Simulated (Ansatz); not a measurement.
InP: a sweep of one setting

```
In P
1.0
     0.00000    2.93050    2.93050
     2.93050    0.00000    2.93050
     2.93050    2.93050    0.00000
In P
1 1
Direct
  0.00000 0.00000 0.00000
  0.75000 0.75000 0.75000
```

Atom numbers follow the list: In1, P2.

The conventional cell has a = 5.861 Å, b = 5.861 Å, c = 5.861 Å, α = 90.00°, β = 90.00°, γ = 90.00°. In (atom 1) has 4 P at 2.54 Å as nearest neighbours. P (atom 2) is surrounded by 4 In at 2.54 Å.

The cell is COD entry 1010146, as deposited and not checked against the literature; nothing was relaxed. It is an old determination, and later ones may differ.

Spin–orbit coupling is left out, though it moves levels of the heavy atoms by tenths of an eV or more.

Computed with DFT, PBE, all-electron LAPW, scalar-relativistic (Ansatz 0.2.0).

Sampling and basis: a Γ-centred 11×11×11 k mesh, Fermi–Dirac smearing of 0.03 eV, basis error target 0.25 meV/atom, no spin polarisation. One setting is then changed at a time.

| k mesh | free energy less the base's (meV/atom) | P (GPa) | gap on the mesh (eV) | cutoff chosen (eV) |
| --- | --- | --- | --- | --- |
| 11×11×11 (base) | 0.0 | 3.34 | 0.714 | 288 |
| 3×3×3 | 199 | 4.19 | 0.679 | 288 |
| 6×6×6 | 6.3 | 3.33 | 0.712 | 288 |
| 8×8×8 | 1.0 | 3.33 | 0.714 | 288 |
| 15×15×15 | -0.1 | 3.34 | 0.714 | 288 |
